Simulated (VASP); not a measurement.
These are PBE GGA, VASP's PBE PAW potentials (set 64) (plane waves; VASP 6.6.1) values and carry that method's errors.

Input for VASP

### INCAR
```
# general
SYSTEM=BeO
PREC  =Accurate
ENCUT =530
LREAL =.FALSE.   # projection in real space or not
LASPH =.TRUE.   # aspherical one-centre terms

# electronic loop
EDIFF =1E-6   # SCF stop (eV)
NELM  =100   # most electronic steps
ALGO  =Normal   # blocked Davidson

# smearing
ISMEAR=0   # Gaussian
SIGMA =0.05

# functional
GGA   =PE   # PBE

# ions
IBRION=2   # conjugate gradients
NSW   =60   # most ionic steps
ISIF  =3   # ions, shape and volume
EDIFFG=-0.02

# output
LWAVE =.FALSE.
LCHARG=.FALSE.
```

### KPOINTS
```
Regular mesh
0
G
8 8 5
0 0 0
```

### POSCAR
```
BeO
1
    2.7137980290     0.0000000000    -0.0000000000
   -1.3568990145     2.3502184500     0.0000000000
   -0.0000000000     0.0000000000     4.4051854161
Be O
2 2
Direct
  0.3333330000   0.6666670000   0.0000441955
  0.6666670000   0.3333330000   0.5000441955
  0.3333330000   0.6666670000   0.3779558045
  0.6666670000   0.3333330000   0.8779558045
```

POTCAR, in this order: Be O (PBE.64 set). Program: vasp_std.

The run wrote:

### OUTCAR
```
 ion  position               nearest neighbor table
   1  0.333  0.667  0.000-   4 1.66   4 1.66   4 1.66   3 1.66
   2  0.667  0.333  0.500-   3 1.66   3 1.66   3 1.66   4 1.66
   3  0.333  0.667  0.378-   2 1.66   2 1.66   2 1.66   1 1.66
   4  0.667  0.333  0.878-   1 1.66   1 1.66   1 1.66   2 1.66
  LATTYP: Found a hexagonal cell.
 ALAT       =     2.7137980290
 C/A-ratio  =     1.6232547039
 Subroutine PRICEL returns:
 Original cell was already a primitive cell.
 Subroutine GETGRP returns: Found 12 space group operations
The static configuration has the point symmetry C_3v.
 The point group associated with its full space group is C_6v.
The dynamic configuration has the point symmetry C_3v.
 Subroutine INISYM returns: Found 12 space group operations
 Subroutine IBZKPT returns following result:
 Found     30 irreducible k-points:

 Following reciprocal coordinates:
            Coordinates               Weight
  0.000000  0.000000  0.000000      1.000000
  0.125000  0.000000  0.000000      6.000000
  0.250000  0.000000  0.000000      6.000000
  0.375000  0.000000  0.000000      6.000000
  0.500000  0.000000  0.000000      3.000000
  0.125000  0.125000  0.000000      6.000000
  0.250000  0.125000  0.000000     12.000000
  0.375000  0.125000  0.000000     12.000000
  0.250000  0.250000  0.000000      6.000000
  0.375000  0.250000  0.000000      6.000000
  0.000000  0.000000  0.200000      2.000000
  0.125000  0.000000  0.200000     12.000000
  0.250000  0.000000  0.200000     12.000000
  0.375000  0.000000  0.200000     12.000000
  0.500000  0.000000  0.200000      6.000000
  0.125000  0.125000  0.200000     12.000000
  0.250000  0.125000  0.200000     24.000000
  0.375000  0.125000  0.200000     24.000000
  0.250000  0.250000  0.200000     12.000000
  0.375000  0.250000  0.200000     12.000000
...
```

File OSZICAR:
```
       N       E                     dE             d eps       ncg     rms          rms(c)
DAV:   1     0.644185305798E+02    0.64419E+02   -0.88447E+03   720   0.130E+03
DAV:   2    -0.272713507626E+02   -0.91690E+02   -0.85614E+02   964   0.280E+02
DAV:   3    -0.306088187840E+02   -0.33375E+01   -0.33257E+01   948   0.573E+01
DAV:   4    -0.306324736525E+02   -0.23655E-01   -0.23644E-01   892   0.561E+00
DAV:   5    -0.306327620207E+02   -0.28837E-03   -0.28833E-03   932   0.536E-01    0.905E+00
DAV:   6    -0.284662196739E+02    0.21665E+01   -0.75393E+00   828   0.248E+01    0.289E+00
DAV:   7    -0.284540146552E+02    0.12205E-01   -0.13948E-01   860   0.383E+00    0.185E+00
DAV:   8    -0.284624965720E+02   -0.84819E-02   -0.40347E-02   752   0.288E+00    0.263E-01
DAV:   9    -0.284614794417E+02    0.10171E-02   -0.28379E-03   960   0.537E-01    0.700E-02
DAV:  10    -0.284618002996E+02   -0.32086E-03   -0.77845E-04   816   0.239E-01    0.488E-02
DAV:  11    -0.284617668429E+02    0.33457E-04   -0.15763E-04   920   0.118E-01    0.391E-03
DAV:  12    -0.284617667355E+02    0.10741E-06   -0.38742E-06   824   0.217E-02
   1 F= -.28461767E+02 E0= -.28461767E+02  d E =-.284618E+02
```

### OUTCAR
```
------------------------ aborting loop because EDIFF is reached ----------------------------------------
  FORCE on cell =-STRESS in cart. coord.  units (eV):
  Direction    XX          YY          ZZ          XY          YZ          ZX
  --------------------------------------------------------------------------------------
  Total       -0.0126266     -0.0126266      0.0235667      0.0000000      0.0000000      0.0000000
  in kB       -0.7200259     -0.7200262      1.3438794      0.0000000      0.0000000      0.0000000
  external PRESSURE =      -0.0320576 kB  Pullay stress =       0.0000000 kB
  volume of cell :       28.10
      direct lattice vectors                 reciprocal lattice vectors
     2.713798029  0.000000000  0.000000000     0.368487260  0.212746181  0.000000000
    -1.356899014  2.350218450  0.000000000     0.000000000  0.425492362  0.000000000
     0.000000000  0.000000000  4.405185416     0.000000000  0.000000000  0.227005201
 POSITION                                       TOTAL-FORCE (eV/Angst)
 -----------------------------------------------------------------------------------
     -0.00000      1.56681      0.00019        -0.000000     -0.000000      0.002529
      1.35690      0.78341      2.20279        -0.000000      0.000000      0.002529
     -0.00000      1.56681      1.66497         0.000000      0.000000     -0.002529
      1.35690      0.78341      3.86756        -0.000000      0.000000     -0.002529
 -----------------------------------------------------------------------------------
    total drift:                               -0.001379      0.000796      0.000563
  FREE ENERGIE OF THE ION-ELECTRON SYSTEM (eV)
  ---------------------------------------------------
  free  energy   TOTEN  =       -28.4617667355 eV

  energy  without entropy=      -28.4617667355  energy(sigma->0) =      -28.46176674

 reached required accuracy - stopping structural energy minimisation
```
(Selected blocks of OUTCAR.)

The compound is BeO in the wurtzite structure. It was relaxed first. The start is the result of an earlier pass.
